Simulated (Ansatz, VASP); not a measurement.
# Br in VASP and in Ansatz

```
Br
1.0
     3.36325   -2.32255    0.00000
     3.36325    2.32255    0.00000
     0.00000    0.00000    8.70230
Br
4
Direct
  0.36510 0.63490 0.39010
  0.13490 0.86510 0.89010
  0.63490 0.36510 0.60990
  0.86510 0.13490 0.10990
```

Alike in both runs: functional PBEsol; k mesh 7 × 7 × 3; occupations fermi-dirac, width 0.05 eV; no spin polarisation.

|  | VASP | Ansatz |
| --- | --- | --- |
| version | VASP 6.6.1 | Ansatz 0.2.0 |
| potentials or method | VASP PAW PBE potentials, release 64 (Br), cutoff 520 eV | all-electron PAW datasets made for the crystal |
| task | single point | band structure |

|  | VASP | Ansatz | Ansatz less VASP |
| --- | --- | --- | --- |
| gap on the k mesh at the Fermi level (eV) | 1.84 | 1.85 | +0.007 |
| least direct gap on the mesh (eV) | 1.86 | 1.87 | +0.007 |
| pressure (GPa) | 0.1 | 0.1 | -0.03 |
| largest component of the traceless stress (GPa) | 0.74 | 0.68 | -0.057 |
| rms of the force components (eV/Å) | 0.432 | 0.417 | -0.0155 |

Atom by atom the forces differ by 0.016 eV/Å (rms over components). Ansatz ran all-electron here, so the differences hold the error of VASP's frozen core and of both bases.

Caveats: the PAW data sets were made with another functional, which shifts forces and pressure a little (VASP); an odd mesh through Γ misses points on the zone boundary, where band edges often lie (VASP). A hybrid or GW would open this gap; PBEsol tends to underestimate it.
